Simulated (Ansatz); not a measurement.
A 3-atom cell of Mg2Si (Fm-3m) from a materials database, relaxed with r2SCAN, was run in the plane-wave code Ansatz under altered settings. All numbers are computed, without spin polarisation but where a row says otherwise.

```
CELL_PARAMETERS angstrom
0.00000 3.16897 3.16897
3.16897 0.00000 3.16897
3.16897 3.16897 0.00000
ATOMIC_POSITIONS crystal
Mg 0.25000 0.25000 0.25000
Mg 0.75000 0.75000 0.75000
Si 0.00000 0.00000 0.00000
```

The base run's other keys:
```yaml
kpoints:
  mp_grid: { grid: [4, 4, 4] }
hamiltonian:
  xc: hse06
scf:
  occupations: { method: fixed }
  n_extra_bands: 4
```

It takes 13 iterations with 1243 plane waves at 420 eV and 8 k points, and leaves a mean stress of -0.01 GPa. The gap over this mesh is 0.565 eV. It ran on 4 threads of Arm Neoverse V2 (shared host).

Outcomes, with energy and stress as changes against the base:
```csv
setting,outcome,ΔF (meV/atom),Δ mean stress (GPa),gap on the mesh (eV),iterations,wall time
"PBE hybrid, exx coeff 0.3, omega 0.5 1/Å",converged,–,+0.3,0.322,12,3.5 s
"PBE hybrid, exx coeff 0.35, omega 0.2078 1/Å",converged,–,-0.3,0.737,16,3.9 s
"PBE hybrid, exx coeff 0.4, omega 0.5 1/Å",converged,–,+0.2,0.377,14,3.6 s
scf.occupations: gaussian 0.05,converged,0.0,0.0,0.565,14,3.5 s
```
A dash marks a value that wasn't obtained or can't be compared. Stress is positive in compression. The base took 3.5 s.

- PBE hybrid, exx coeff 0.3, omega 0.5 1/Å. That is 30 % exact exchange, screened with ω = 0.5 1/Å, against HSE06's 25 % screened at 0.208 1/Å. The mean stress moves by +0.3 GPa and the gap on the mesh by -0.243 eV (to 0.322). Totals of different functionals aren't comparable.
- PBE hybrid, exx coeff 0.35, omega 0.2078 1/Å. That is 35 % exact exchange, screened with ω = 0.2078 1/Å, against HSE06's 25 % screened at 0.208 1/Å. The mean stress moves by -0.3 GPa and the gap on the mesh by +0.171 eV (to 0.737). Totals of different functionals aren't comparable.
- PBE hybrid, exx coeff 0.4, omega 0.5 1/Å. That is 40 % exact exchange, screened with ω = 0.5 1/Å, against HSE06's 25 % screened at 0.208 1/Å. The mean stress moves by +0.2 GPa and the gap on the mesh by -0.188 eV (to 0.377). Totals of different functionals aren't comparable.

Within 1 meV an atom, 0.1 GPa and 0.005 eV of the base stay: scf.occupations: gaussian 0.05.

The program warns that its thresholds are loose for a hybrid's stress.

The meshes of the hybrids are coarse, so their gaps aren't converged to the digits shown.
